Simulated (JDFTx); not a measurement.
**CoO: single point with PBEsol**

The system is CoO.

```
Co O
1.0
     0.00000    2.13150    2.13150
     2.13150    0.00000    2.13150
     2.13150    2.13150    0.00000
Co O
1 1
Cartesian
  0.0498 0.0164 0.0019
  2.1581 2.1154 2.1619
```

The cell isn't the ideal one: atoms moved at random, drawn with an rms of 0.05 Å.

```
Program             : JDFTx 1.7.0 (patched build)
Task                : single point
Functional          : PBEsol
Potentials or basis : PseudoDojo-SR-PBEsol-0.4.1-standard with smoothed tails
Cutoff              : 1306 eV
Density cutoff      : 10449 eV
k mesh              : 11 × 11 × 11
Occupations         : fermi-dirac, width 0.05 eV
Spin                : collinear spin, ferromagnetic start
Starting moments    : [2.0, 0.0] μB
```

```yaml
Pressure: -10.9 GPa
Largest_force: 0.007 eV/Å
Band_gap_on_the_k_mesh: none (metal or under the smearing width)
Net_moment: 2.98 μB per cell
Absolute_moment: 3.00 μB per cell
Site_moments: Co +2.57; O +0.42 μB
Loewdin_charges: Co +1.10; O -0.97 e
```

Forces in eV/Å, atoms in the order of the input:
```
Co   0.003  0.004 -0.004
O   -0.004 -0.004  0.004
```

Stress tensor (GPa, compression positive):
```
-11.01  -0.06   0.05
 -0.06 -10.85   0.07
  0.05   0.07 -10.92
```

Levels at points of the mesh, in eV from the Fermi level:
Spin up:
```csv
k point,band 9,band 10,band 11,band 12,band 13,band 14
"(0.00, 0.00, 0.00)",-3.27,-3.24,-3.06,-3.05,-3.01,0.79
```
Spin down:
| k point | band 6 | band 7 | band 8 | band 9 | band 10 | band 11 | band 12 | band 13 | band 14 |
| --- | --- | --- | --- | --- | --- | --- | --- | --- | --- |
| (0.00, 0.00, 0.00) | -2.67 | -2.67 | -2.67 | -1.09 | -1.08 | -1.05 | -0.12 | -0.11 | 1.32 |

It took 24 min on 1 thread of Intel(R) Xeon(R) 6975P-C (Granite Rapids) (shared host), peak memory 2.2 GiB.

Caveat: the atomic charges don't sum to the cell's charge; a cell with one magnetic atom can't hold antiferromagnetic order, which such compounds often take; semilocal functionals often make such compounds metallic where correlation or magnetic order opens a gap, which also shifts bond lengths.
